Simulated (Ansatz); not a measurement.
## AlNi₂: how the energy converges with the cutoff

AlNi₂, P-3m1, a = 3.974 Å, c = 4.904 Å. The structure is a Materials Project entry; whether it is the stable form wasn't checked. Ansatz: PBEsol, PAW, cutoff varied, Γ-centred 12×12×8 mesh on 6 atoms, Gaussian smearing 0.10 eV; no spin polarisation. Single points at one geometry, the cutoff alone changed; ΔE is the energy at zero smearing over the run at 850 eV (runs within 0.3 meV/atom of it are left out). The runs up to 380 eV lie under the cutoff recommended for these PAW datasets.

```tsv
cutoff (eV)	ΔE (meV/atom)
150	59828.72
200	10207.33
250	1670.97
300	217.06
350	16.65
380	3.70
420	1.69
460	1.18
520	0.67
600	?
```

**Question.** Assume ΔE falls exponentially with the cutoff, fit y = ln ΔE against x, the cutoff in eV, to the other rows, and predict the missing value.

**Answer.** y = 10.999, 9.231, 7.421, 5.380, 2.812, 1.308, 0.525, 0.166, -0.400. Means x = 336.7, y = 4.1602; Σ(Δx)² = 120200, ΣΔxΔy = -4070; the slope is their ratio. y = 15.56 − 0.03386 x, a factor of ten per 68 eV. At 600 eV this gives ΔE = 0.01 meV/atom. The run gave 0.45, a ratio of 0.02. Between neighbouring rows the decay runs from a factor of ten per 45 eV to one per 463 eV, so one exponential is only a rough guide. The fast fall gives way to a slow tail, so a fit to low cutoffs promises convergence too early.